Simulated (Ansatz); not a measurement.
Crystal: BP.

```
P B
1.0
     0.00000    2.26900    2.26900
     2.26900    0.00000    2.26900
     2.26900    2.26900    0.00000
P B
1 1
Direct
  0.25000 0.25000 0.25000
  0.00000 0.00000 0.00000
```

- Program: Ansatz 0.2.0
- Task: relaxation of cell and atoms
- Functional: PBE
- Dispersion: D4
- Potentials or basis: Ansatz PAW small core
- Cutoff: 420 eV
- Density cutoff: 1680 eV
- k mesh: 7 × 7 × 7
- Occupations: fixed
- Spin: no spin polarisation

At the start: pressure -3.6 GPa; volume 11.68 Å³/atom.

Question: Where does the relaxation end?

Answer: Over 12 steps the energy falls by 3.0 meV/atom and the volume is 11.43 Å³/atom (-2.2 %); space group F-43m (No. 216, to 0.05 Å).

Step by step:
```csv
step,energy change (eV),largest force (eV/Å),pressure (GPa),volume (Å³)
1,0.0000,0.0000,-3.63,23.36
2,-0.0019,0.0000,-3.01,23.27
3,-0.0045,0.0000,-1.84,23.10
4,-0.0060,0.0000,-0.30,22.89
5,-0.0052,0.0000,1.35,22.67
6,-0.0053,0.0000,1.29,22.68
7,-0.0054,0.0000,1.16,22.70
8,-0.0056,0.0000,0.99,22.72
9,-0.0057,0.0000,0.77,22.75
10,-0.0058,0.0000,0.51,22.78
11,-0.0060,0.0000,0.23,22.82
12,-0.0060,0.0000,-0.05,22.86
```

Final structure:
```
CELL_PARAMETERS angstrom
0.00000 2.25247 2.25247
2.25247 0.00000 2.25247
2.25247 2.25247 0.00000
ATOMIC_POSITIONS crystal
P 0.25000 0.25000 0.25000
B 0.00000 0.00000 0.00000
```
